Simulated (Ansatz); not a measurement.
**PbF2 (fluorite): a single-point run**

Aim: a sound single-point run of PbF2 (fluorite). The structure is shown as the input types it.

Computed with Ansatz 0.2.0 (DFT r2SCAN, scalar-relativistic, plane waves, PAW, unless a step's input says otherwise).

### Step 1. Starting point

Symmetry: Fm-3m, No. 225, cubic system. Conventional cell: a = 5.921 Å, b = 5.921 Å, c = 5.921 Å, α = 90.00°, β = 90.00°, γ = 90.00°. Around Pb (site symmetry m-3m) lie 8 F at 2.56 Å. F (site symmetry -43m) has 4 Pb at 2.56 Å as nearest neighbours.

As a file:

```
CELL_PARAMETERS angstrom
0.00000 2.96046 2.96046
2.96046 0.00000 2.96046
2.96046 2.96046 0.00000
ATOMIC_POSITIONS crystal
Pb 0.00000 0.00000 0.00000
F 0.25000 0.25000 0.25000
F 0.75000 0.75000 0.75000
```

### Step 2. The run

File input.yaml:

```yaml
crystal:
  lattice:
    - [0.0, 2.9604591747, 2.9604591747]
    - [2.9604591747, 0.0, 2.9604591747]
    - [2.9604591747, 2.9604591747, 0.0]
  atoms:
    - { symbol: Pb, position: [0.0, 0.0, 0.0], spin: 2.0 }
    - { symbol: F, position: [0.25, 0.25, 0.25] }
    - { symbol: F, position: [0.75, 0.75, 0.75] }
basis:
  ecutwfc: 500
  ecutrho_ratio: 4
kpoints:
  mp_grid: { grid: [8, 8, 8] }
hamiltonian:
  xc: r2scan
scf:
  occupations: { method: gaussian, width: 0.05 }
  max_iter: 60
output:
  forces: true
  stress: true
```

Command:

```console
ansatz run input.yaml --threads 4 --pin off --max-ram 7168MiB --backend cpu --events-out ev --progress --plain --runs-dir out
```

**Question.** How will this run end, and is anything wrong with its input?

Nothing was computed: the input was turned down at the start. It says: «inconsistent input (magnetization.spin_polarized): false but per-atom `spin:`, `per_species`, `initial_magnetization`, `magnetic_field`, or `spin_locking` is set»

Starting moments are given, but spin polarisation is off.

Fix: switch spin polarisation on, or remove the moments.
